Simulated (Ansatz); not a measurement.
Input, command and steps of an Ansatz relaxation.

```yaml
crystal:
  lattice:
    - [4.8126997814, 0.0, 0.0]
    - [0.0, 4.87188446, 0.0]
    - [-0.8628854487, 0.0, 4.9665942755]
  atoms:
    - { symbol: Ti, position: [0.27743526, 0.44719164, 0.71314827] }
    - { symbol: Ti, position: [0.72256474, 0.94719164, 0.78685173] }
    - { symbol: Ti, position: [0.72256474, 0.55280836, 0.28685173] }
    - { symbol: Ti, position: [0.27743526, 0.05280836, 0.21314827] }
    - { symbol: O, position: [0.44536099, 0.74236826, 0.96677186] }
    - { symbol: O, position: [0.55463901, 0.24236826, 0.53322814] }
    - { symbol: O, position: [0.55463901, 0.25763174, 0.03322814] }
    - { symbol: O, position: [0.44536099, 0.75763174, 0.46677186] }
    - { symbol: O, position: [0.06383822, 0.32303448, 0.35155674] }
    - { symbol: O, position: [0.93616178, 0.82303448, 0.14844326] }
    - { symbol: O, position: [0.93616178, 0.67696552, 0.64844326] }
    - { symbol: O, position: [0.06383822, 0.17696552, 0.85155674] }
basis:
  ecutwfc: 420
kpoints:
  mp_grid: { grid: [6, 6, 6] }
hamiltonian:
  xc: pbe
scf:
  occupations: { method: gaussian, width: 0.02 }
output:
  forces: true
  stress: true
  eigenvalues: true
relax:
  adjacent_minimum: "off"
  f_tol: 0.01
  max_steps: 40
```

```bash
ansatz run input.yaml --threads 2 --pin off --max-ram 5120MiB --backend cpu --events-out ev --progress --plain --runs-dir out
```

Theory: DFT PBE, scalar-relativistic, plane waves, PAW in Ansatz 0.2.0.

Of 5 frames 5 are shown, positions in Å and forces in eV/Å; the SCF threshold varies from step to step.

```xyz
12
Lattice="4.8127 0.0000 0.0000 0.0000 4.8719 0.0000 -0.8629 0.0000 4.9666" Properties=species:S:1:pos:R:3:forces:R:3 pbc="T T T" step=1 free_energy_over_end_meV_per_atom=0.36
Ti    0.7198    2.1787    3.5419   -0.0041   -0.0899    0.0824
Ti    2.7985    4.6146    3.9080    0.0041   -0.0899   -0.0824
Ti    3.2300    2.6932    1.4247    0.0041    0.0899   -0.0824
Ti    1.1513    0.2573    1.0586   -0.0041    0.0899    0.0824
O     1.3092    3.6167    4.8016   -0.0310   -0.0204   -0.0172
O     2.2092    1.1808    2.6483    0.0310   -0.0204    0.0172
O     2.6406    1.2552    0.1650    0.0310    0.0204    0.0172
O     1.7406    3.6911    2.3183   -0.0310    0.0204   -0.0172
O     0.0039    1.5738    1.7460   -0.0010   -0.0341   -0.0731
O     4.3774    4.0097    0.7373    0.0010   -0.0341    0.0731
O     3.9459    3.2981    3.2206    0.0010    0.0341    0.0731
O    -0.4276    0.8622    4.2293   -0.0010    0.0341   -0.0731
12
Lattice="4.8127 0.0000 0.0000 0.0000 4.8719 0.0000 -0.8629 0.0000 4.9666" Properties=species:S:1:pos:R:3:forces:R:3 pbc="T T T" step=2 free_energy_over_end_meV_per_atom=0.20
Ti    0.7206    2.1744    3.5428   -0.0132   -0.0619    0.0678
Ti    2.7978    4.6104    3.9071    0.0132   -0.0619   -0.0678
Ti    3.2292    2.6974    1.4238    0.0132    0.0619   -0.0678
Ti    1.1520    0.2615    1.0595   -0.0132    0.0619    0.0678
O     1.3054    3.6160    4.8005    0.0175   -0.0132    0.0007
O     2.2130    1.1801    2.6494   -0.0175   -0.0132   -0.0007
O     2.6444    1.2559    0.1661   -0.0175    0.0132   -0.0007
O     1.7368    3.6918    2.3172    0.0175    0.0132    0.0007
O     0.0031    1.5766    1.7430    0.0490   -0.0503   -0.0519
O     4.3781    4.0126    0.7403   -0.0490   -0.0503    0.0519
O     3.9467    3.2952    3.2236   -0.0490    0.0503    0.0519
O    -0.4283    0.8593    4.2263    0.0490    0.0503   -0.0519
12
Lattice="4.8127 0.0000 0.0000 0.0000 4.8719 0.0000 -0.8629 0.0000 4.9666" Properties=species:S:1:pos:R:3:forces:R:3 pbc="T T T" step=3 free_energy_over_end_meV_per_atom=0.01
Ti    0.7209    2.1689    3.5464    0.0093    0.0016    0.0216
Ti    2.7975    4.6048    3.9034   -0.0093    0.0016   -0.0216
Ti    3.2289    2.7030    1.4201   -0.0093   -0.0016   -0.0216
Ti    1.1523    0.2671    1.0631    0.0093   -0.0016    0.0216
O     1.3046    3.6145    4.8001    0.0135   -0.0051   -0.0045
O     2.2138    1.1785    2.6498   -0.0135   -0.0051    0.0045
O     2.6452    1.2574    0.1665   -0.0135    0.0051    0.0045
O     1.7360    3.6933    2.3168    0.0135    0.0051   -0.0045
O     0.0065    1.5775    1.7376    0.0022    0.0042   -0.0029
O     4.3747    4.0135    0.7457   -0.0022    0.0042    0.0029
O     3.9433    3.2944    3.2290   -0.0022   -0.0042    0.0029
O    -0.4249    0.8584    4.2209    0.0022   -0.0042   -0.0029
12
Lattice="4.8127 0.0000 0.0000 0.0000 4.8719 0.0000 -0.8629 0.0000 4.9666" Properties=species:S:1:pos:R:3:forces:R:3 pbc="T T T" step=4 free_energy_over_end_meV_per_atom=0.00
Ti    0.7215    2.1684    3.5483   -0.0259   -0.0017   -0.0034
Ti    2.7969    4.6043    3.9016    0.0259   -0.0017    0.0034
Ti    3.2283    2.7035    1.4183    0.0259    0.0017    0.0034
Ti    1.1529    0.2676    1.0650   -0.0259    0.0017   -0.0034
O     1.3059    3.6140    4.7993    0.0009    0.0042   -0.0028
O     2.2124    1.1781    2.6506   -0.0009    0.0042    0.0028
O     2.6439    1.2579    0.1673   -0.0009   -0.0042    0.0028
O     1.7374    3.6938    2.3160    0.0009   -0.0042   -0.0028
O     0.0068    1.5783    1.7372    0.0035    0.0021    0.0000
O     4.3745    4.0142    0.7461   -0.0035    0.0021    0.0000
O     3.9430    3.2936    3.2294   -0.0035   -0.0021    0.0000
O    -0.4247    0.8577    4.2205    0.0035   -0.0021    0.0000
12
Lattice="4.8127 0.0000 0.0000 0.0000 4.8719 0.0000 -0.8629 0.0000 4.9666" Properties=species:S:1:pos:R:3:forces:R:3 pbc="T T T" step=5 free_energy_over_end_meV_per_atom=0.00
Ti    0.7204    2.1682    3.5488    0.0052    0.0044   -0.0026
Ti    2.7980    4.6042    3.9011   -0.0052    0.0044    0.0026
Ti    3.2294    2.7036    1.4178   -0.0052   -0.0044    0.0026
Ti    1.1519    0.2677    1.0655    0.0052   -0.0044   -0.0026
O     1.3066    3.6141    4.7987   -0.0006    0.0010   -0.0048
O     2.2118    1.1782    2.6511    0.0006    0.0010    0.0048
O     2.6432    1.2578    0.1679    0.0006   -0.0010    0.0048
O     1.7380    3.6937    2.3154   -0.0006   -0.0010   -0.0048
O     0.0068    1.5788    1.7371   -0.0019    0.0022    0.0000
O     4.3745    4.0147    0.7462    0.0019    0.0022    0.0000
O     3.9430    3.2931    3.2295    0.0019   -0.0022    0.0000
O    -0.4247    0.8572    4.2204   -0.0019   -0.0022    0.0000
```

It took 64 s on 2 threads of Arm Neoverse V2 (shared host), peak memory 0.68 GiB.